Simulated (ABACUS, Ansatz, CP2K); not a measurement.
# BN: equilibrium volume by level of theory

**What was measured.** The equilibrium volume of BN (F-43m) is reported as 5.91 Å³/atom at 300 K (a printed reference work). The runs below try to reproduce it.

Symmetry: F-43m, No. 216, cubic system. Conventional cell: a = 3.626 Å, b = 3.626 Å, c = 3.626 Å, α = 90.00°, β = 90.00°, γ = 90.00°. N (site symmetry -43m) has 4 B at 1.57 Å as nearest neighbours. Around B (site symmetry -43m) lie 4 N at 1.57 Å.

| rung | level | program and potentials | cutoff (eV) | k mesh | smearing | task | core time | chip | equilibrium volume (Å³/atom) | miss | notes |
| --- | --- | --- | --- | --- | --- | --- | --- | --- | --- | --- | --- |
| LDA | LDA | Ansatz, all-electron LAPW, scalar-relativistic | - | 13 × 13 × 13 | fermi-dirac 0.05 | relaxation of cell and atoms | 19 s | Arm Neoverse V2 | 5.74 | -2.9 % | - |
| GGA | RPBE | ABACUS, Ansatz NC PBE, plane waves | 1252 | 10 × 10 × 10 | fermi-dirac 0.05 | equation of state | 25 s | Intel Xeon 6975P-C Granite Rapids | 5.99 | +1.4 % | potentials made for PBE; fit through 4 volumes |
| GGA | HCTH407 | ABACUS, SSSP 1.3 efficiency PBE, plane waves | 748 | 10 × 10 × 10 | fermi-dirac 0.05 | relaxation of cell and atoms | 27 s | Intel Xeon Platinum 8488C Sapphire Rapids | 5.78 | -2.2 % | potentials made for PBE |
| GGA | PBE | ABACUS, PseudoDojo NC SR 0.4.1 PBE standard, plane waves | 1143 | 13 × 13 × 13 | fermi-dirac 0.05 | equation of state | 3.1 min | Intel Xeon Platinum 8259CL Skylake/Cascade Lake | 5.95 | +0.7 % | - |
| GGA | PBE | CP2K, POTENTIAL_UZH N GTH-PBE-q5, B GTH-PBE-q3; TZVP-MOLOPT-PBE-GTH basis | - | 13 × 13 × 13 | fermi-dirac 0.05 | equation of state | 9 min | Arm Neoverse V1 | 5.97 | +1.0 % | atomic basis |

Times are single runs on shared hosts and different chips, so they are rough; meshes, cutoffs and the tasks' sizes weigh on the time. All rows: no spin polarisation. Smearing widths are in eV. Meshes differ between rows, which moves values too. Meshes are those of the run's cell of 2 atoms unless a note names another. Relaxations start from the cell shown or near it and stop with a little pressure left. The cell shown, of 5.96 Å³ an atom, is the runs' start and not the measured value. Misses use the values as printed. Runs on faulty files, with rough fits or with known faults for this quantity aren't shown. No row holds spin-orbit coupling.

By rung: LDA 5.74; GGA 5.78 to 5.99; GGA in atomic bases 5.97 (Å³/atom). Measured: 5.91 Å³/atom at 300 K (a printed reference work). Closest, coarse meshes and atomic bases left aside, is PBE with ABACUS, PseudoDojo NC SR 0.4.1 PBE standard, plane waves (+0.7 %). The runs are for a static lattice, while measurements hold temperature and zero-point motion.
